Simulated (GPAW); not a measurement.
**SnO2 in GPAW: the effect of kernel**

SnO2:

```
Sn O
1.0
     1.61709   -2.80089    0.00000
     1.61709    0.93363    4.80059
    -4.85128   -2.80089    0.00000
Sn O
2 4
Direct
  0.49990 0.50276 0.00200
  0.00010 0.49724 0.49800
  0.50574 0.71049 0.73764
  0.99426 0.71253 0.23670
  0.50926 0.29140 0.27134
  0.99074 0.28558 0.75432
```

The cell comes from a database or a generator and needn't be the stable form of this composition.

The cell isn't the ideal one: a zone-boundary wave of random shape, sigma 0.02 Å.

Alike in all runs:

| Property | Result |
| --- | --- |
| Program | GPAW 26.7.0 |
| Task | dielectric tensor |
| Functional | PBE |
| Potentials or basis | GPAW PAW data sets (gpaw-data 1.2.1) |
| Cutoff | 600 eV |
| Basis | pw |
| k mesh | 5 × 4 × 3 |
| Occupations | fermi-dirac, width 0.001 eV |
| Spin | no spin polarisation |

```tsv
kernel	dielectric constant (mean)
RPA	3.78
LR0.1	?
Bootstrap	4.45
ALDA	3.95
```

What does the run with kernel LR0.1 give?

Dielectric constant 3.85 mean.

Caveats: the long-wavelength limit can be off by a per cent or two.
